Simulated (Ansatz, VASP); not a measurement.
**One calculation of HgTe, two programs**

Contents of INCAR:

```
ALGO = Normal
EDIFF = 1E-6
ENCUT = 520
GGA = CA
ISIF = 2
ISMEAR = 0
LASPH = True
LCHARG = False
LREAL = False
LWAVE = False
NBANDS = 16
NELM = 80
PREC = Accurate
SIGMA = 0.1
```

Contents of KPOINTS:

```
k-points
0
Gamma
  10 10 10
```

File POSCAR:

```
HgTe
1.0
   -3.0456030000      3.0456030000      1.5594100000
    3.0456030000     -3.0456030000      1.5594100000
    3.0456030000      3.0456030000     -1.5594100000
Hg Te
1 1
Direct
    0.7500000000      0.2500000000      0.5000000000
    0.0000000000      0.0000000000      0.0000000000
```

The input input.yaml:

```yaml
crystal:
  lattice:
    - [-3.045603, 3.045603, 1.55941]
    - [3.045603, -3.045603, 1.55941]
    - [3.045603, 3.045603, -1.55941]
  atoms:
    - { symbol: Hg, position: [0.75, 0.25, 0.5] }
    - { symbol: Te, position: [0.0, 0.0, 0.0] }
kpoints:
  mp_grid: { grid: [10, 10, 10] }
scf:
  occupations: { method: gaussian, width: 0.1 }
hamiltonian:
  xc: lda
  pseudopotentials: { kind: all_electron, lapw: { basis_error: 0.001 } }
output:
  forces: true
  stress: true
  eigenvalues: true
```

Measurements of this composition are mostly on another form, of space group No. 216.

Alike in both runs: task single point; functional LDA; k mesh 10 × 10 × 10; occupations gaussian, width 0.1 eV; no spin polarisation.

|  | VASP | Ansatz |
| --- | --- | --- |
| version | VASP 6.6.1 | Ansatz 0.2.0 |
| potentials or method | VASP PAW LDA potentials, release 64 (Hg, Te) | all-electron LAPW, scalar-relativistic |
| plane-wave cutoff (eV) | 520 | see its input |

|  | VASP | Ansatz | Ansatz less VASP |
| --- | --- | --- | --- |
| gap on the k mesh at the Fermi level (eV) | none | none | - |
| pressure (GPa) | -4.7 | -4.9 | -0.18 |
| largest component of the traceless stress (GPa) | 2.76 | 2.71 | -0.051 |

A gap of «none» marks a metal or a gap that the smearing closes. Ansatz ran all-electron here, so the differences hold the error of VASP's frozen core and of both bases.

The runs have no spin-orbit coupling, so splittings on Hg, Te are missing.
